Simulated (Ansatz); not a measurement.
# AlCo: band structure with PBEsol

The system is AlCo.

```
Co Al
1.0
     2.81940    0.00000    0.00000
     0.00000    2.81940    0.00000
     0.00000    0.00000    2.81940
Co Al
1 1
Direct
  0.50000 0.50000 0.50000
  0.00000 0.00000 0.00000
```

The cell is a database's computed one.

- Program: Ansatz 0.2.0
- Task: band structure
- Functional: PBEsol
- Potentials or basis: all-electron PAW datasets made for the crystal
- Cutoff: 280 eV (chosen from the basis error)
- k mesh: 9 × 9 × 9
- Occupations: fermi-dirac, width 0.05 eV
- Spin: collinear spin, ferromagnetic start
- Starting moments: [2.0, 0.0] μB

```json
{
 "Pressure": "0.6 GPa",
 "Band gap along the path": "none (metal or under the smearing width)",
 "Net moment": "0.00 μB per cell",
 "Absolute moment": "0.00 μB per cell"
}
```

Levels at the corners of the path, in eV from the Fermi level:
Spin up:
```tsv
point	band 10	band 11	band 12	band 13	band 14	band 15	band 16	band 17	band 18	band 19
Γ	-3.13	-3.13	-0.84	-0.84	-0.84	6.10	6.10	6.10	8.90	8.90
X	-6.82	-2.51	-1.76	-1.76	-0.72	0.20	8.45	10.75	10.75	11.99
M	-3.22	-2.76	-2.76	-1.55	-1.55	-0.24	2.50	3.71	13.08	16.06
Γ	-3.13	-3.13	-0.84	-0.84	-0.84	6.10	6.10	6.10	8.90	8.90
R	-4.09	-4.09	-0.20	-0.20	2.35	2.35	2.35	4.41	5.56	5.56
X	-6.82	-2.51	-1.76	-1.76	-0.72	0.20	8.45	10.75	10.75	11.99
```
Spin down:
| point | band 10 | band 11 | band 12 | band 13 | band 14 | band 15 | band 16 | band 17 | band 18 | band 19 |
| --- | --- | --- | --- | --- | --- | --- | --- | --- | --- | --- |
| Γ | -3.13 | -3.13 | -0.84 | -0.84 | -0.84 | 6.10 | 6.10 | 6.10 | 8.90 | 8.90 |
| X | -6.82 | -2.51 | -1.76 | -1.76 | -0.72 | 0.20 | 8.45 | 10.75 | 10.75 | 11.99 |
| M | -3.22 | -2.76 | -2.76 | -1.55 | -1.55 | -0.24 | 2.50 | 3.71 | 13.08 | 16.06 |
| Γ | -3.13 | -3.13 | -0.84 | -0.84 | -0.84 | 6.10 | 6.10 | 6.10 | 8.90 | 8.90 |
| R | -4.09 | -4.09 | -0.20 | -0.20 | 2.35 | 2.35 | 2.35 | 4.41 | 5.56 | 5.56 |
| X | -6.82 | -2.51 | -1.76 | -1.76 | -0.72 | 0.20 | 8.45 | 10.75 | 10.75 | 11.99 |

Wall time 9.6 s on 2 threads of Arm Neoverse V2, with other jobs on the host, peak memory 0.56 GiB.

Caveat: the starting moments collapsed, and a magnetic state may lie lower; the starting moments weren't kept.
